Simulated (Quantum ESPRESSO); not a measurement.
The system is BP.

```xyz
2
Lattice="0.0000 2.2690 2.2690 2.2690 0.0000 2.2690 2.2690 2.2690 0.0000" Properties=species:S:1:pos:R:3 pbc="T T T"
P     3.4035    3.4035    3.4035
B     0.0000    0.0000    0.0000
```

| Quantity | Value |
| --- | --- |
| Program | Quantum ESPRESSO 7.5 |
| Task | phonons |
| Functional | PBEsol |
| Potentials or basis | GBRV 1.5 PBEsol |
| Cutoff | 612 eV |
| Density cutoff | 4898 eV |
| k mesh | 8 × 8 × 8, shifted |
| Occupations | fermi-dirac, width 0.05 eV |
| Spin | no spin polarisation |
| Mixing beta | 0.5 |
| Most SCF iterations | 120 |
| SCF threshold | 4e-10 Ry |

The cell and the atoms were relaxed first, to 11.55 Å³/atom (a = 3.197 Å, b = 3.197 Å, c = 3.197 Å, α = 60.00°, β = 60.00°, γ = 60.00°), and the response was taken there.

The first run showed a gap, so the response started from a second, tighter run with fixed occupations.

Q: Which optical modes does the crystal have at the zone centre, and which show in infrared and Raman spectra?

A: The optical modes are T2. Infrared active: T2. Raman active: T2.

Optical modes at Γ, degenerate ones joined, polar ones without the macroscopic field:
| cm⁻¹ | components | symmetry | active in | IR intensity, summed ((D/Å)²/amu) |
| --- | --- | --- | --- | --- |
| 811 | 3 | T2 | IR and Raman | 2.66 |

Zone-centre frequencies without and with the macroscopic field along z (cm⁻¹):
|  | optical modes in rising order |
| --- | --- |
| without | 811 811 811 |
| with the field | 811 811 816 |
